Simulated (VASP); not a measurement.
Input of a VASP 6.6.1 run:

INCAR

```
SYSTEM = Mo
  PREC = Accurate
  ENCUT = 520
  EDIFF = 1E-6
  ISMEAR = 0
  SIGMA = 0.1
  LREAL = .False.
  LASPH = .True.
  NELM = 60
  ALGO = Normal
  ISIF = 2
  LWAVE = .False.
  LCHARG = .False.
  METAGGA = R2SCAN
  LMIXTAU = .True.
  NBANDS = 13
```

File KPOINTS:

```
regular mesh
0
Gamma
  18 18 18
  0 0 0
```

File POSCAR:

```
Mo
1.0
   -1.5656100000      1.5656100000      1.5656100000
    1.5656100000     -1.5656100000      1.5656100000
    1.5656100000      1.5656100000     -1.5656100000
Mo
1
Direct
    1.0000000000      0.0000000000      1.0000000000
```

Potentials or basis: VASP PAW PBE potentials, release 64 (Mo_sv).

Run with:

```sh
$ cat potpaw_PBE.64/Mo_sv/POTCAR > POTCAR
$ mpirun -np 1 vasp_std > vasp.out
```

Task: Predict the pressure.

Result: 6.4 GPa.

Task: What does it give for the band gap on the k mesh?

Result: None (metal or under the smearing width).

Caveat: the PAW data sets were made with another functional, which shifts forces and pressure a little.
